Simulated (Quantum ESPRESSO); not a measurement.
MgO:

```
Mg O
1.0
     0.00000    2.09700    2.09700
     2.09700    0.00000    2.09700
     2.09700    2.09700    0.00000
Mg O
1 1
Direct
  0.00000 0.00000 0.00000
  0.50000 0.50000 0.50000
```

The cell is a database's computed one.

Base run:

```yaml
Program: Quantum ESPRESSO 7.5
Functional: LDA
Potentials_or_basis: PseudoDojo 0.4.1 SR LDA standard
Cutoff: 1143 eV
Density_cutoff: 4572 eV
k_mesh: 11 × 11 × 11
Occupations: fermi-dirac, width 0.05 eV
Spin: no spin polarisation
```

Its results: band gap on the k mesh 4.82 eV, direct; pressure -4.0 GPa.

**Question.** The run is repeated on the same cell with these changes: functional from LDA to PBEsol; potentials or basis from PseudoDojo 0.4.1 SR LDA standard to PseudoDojo 0.4.1 SR PBEsol standard. What comes out?

**Answer.** Band gap on the k mesh 4.79 eV, direct; pressure 2.3 GPa.
